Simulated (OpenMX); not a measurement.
**ZnS under changes of volume**

One of the cells (19.727 Å³/atom); the others are scaled copies at fixed shape and fractional positions:

```
Zn S
1.0
     0.00000    2.70200    2.70200
     2.70200    0.00000    2.70200
     2.70200    2.70200    0.00000
Zn S
1 1
Direct
  0.75000 0.75000 0.75000
  0.00000 0.00000 0.00000
```

* Program: OpenMX 3.8.5
* Functional: PBE
* Potentials or basis: OpenMX 2013 PBE set, Zn6.0H-s2p2d1, S7.0-s2p2d1, fixed grid of 42 × 42 × 42 points
* k mesh: 9 × 9 × 9
* Occupations: fermi-dirac, width 0.05 eV
* Spin: no spin polarisation

```tsv
volume (Å³/atom)	energy over the lowest point (meV/atom)	gap on the mesh (eV)
18.543	84.57	2.75
18.938	58.90	2.64
19.332	38.28	2.53
19.727	22.45	2.42
20.121	11.29	2.32
20.516	?	?
20.910	0.00	2.12
```

**Question.** What does the run at 20.516 Å³/atom give?

**Answer.** Energy over the lowest point 3.88 meV/atom; gap on the mesh 2.22 eV.

Worked out: A Birch-Murnaghan fit of order 3 (a polynomial in V^(-2/3)) to the other rows has its minimum at 21.16 Å³/atom, just outside them, with B0 = V·E''(V) = 68 GPa and B' = 3.8. It gives 3.78 meV/atom at 20.516 Å³/atom, against the run's 3.88. A straight line through the other rows of the gap, of slope -5.25 eV per unit of ln V (its deformation potential), gives 2.22 eV, against the run's 2.22.

Energies are extrapolated to zero smearing.

Caveats: the transition metal has a single d function, too few for pressures, volumes and moments; the basis of atomic orbitals isn't converged, which shifts pressures, moduli and gaps.
